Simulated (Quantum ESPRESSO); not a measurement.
Crystal: Bi.

```
CELL_PARAMETERS angstrom
-1.98143 1.98143 1.98143
1.98143 -1.98143 1.98143
1.98143 1.98143 -1.98143
ATOMIC_POSITIONS crystal
Bi 0.00000 0.00000 0.00000
```

This isn't the form of Bi at room conditions, which is rhombohedral.

* Program: Quantum ESPRESSO 7.5
* Task: single point
* Functional: PBEsol
* Potentials or basis: PseudoDojo 0.4.1 SR PBEsol standard
* Cutoff: 898 eV
* Density cutoff: 3592 eV
* k mesh: 9 × 9 × 9
* Occupations: fermi-dirac, width 0.05 eV
* Spin: no spin polarisation

On this cell: pressure -2.0 GPa; band gap on the k mesh none (metal or under the smearing width).

The same run follows on a disturbed copy (cell strained at random at fixed volume):

```
Bi
1.0
    -2.05109    1.93226    1.96372
     2.00913   -1.95414    1.94364
     2.06996    1.97301   -1.98560
Bi
1
Direct
  0.98622 0.98269 0.98033
```

Question: What does the disturbed cell give?

Answer: The energy (extrapolated to zero smearing) moves by +5.8 meV/atom; pressure -1.9 GPa; band gap on the k mesh none (metal or under the smearing width).

Stress tensor (GPa, compression positive):
```
-2.62 -0.11  0.41
-0.11 -1.55  0.09
 0.41  0.09 -1.57
```

Caveats: spin-orbit coupling is left out, which moves the levels of the heavy elements.
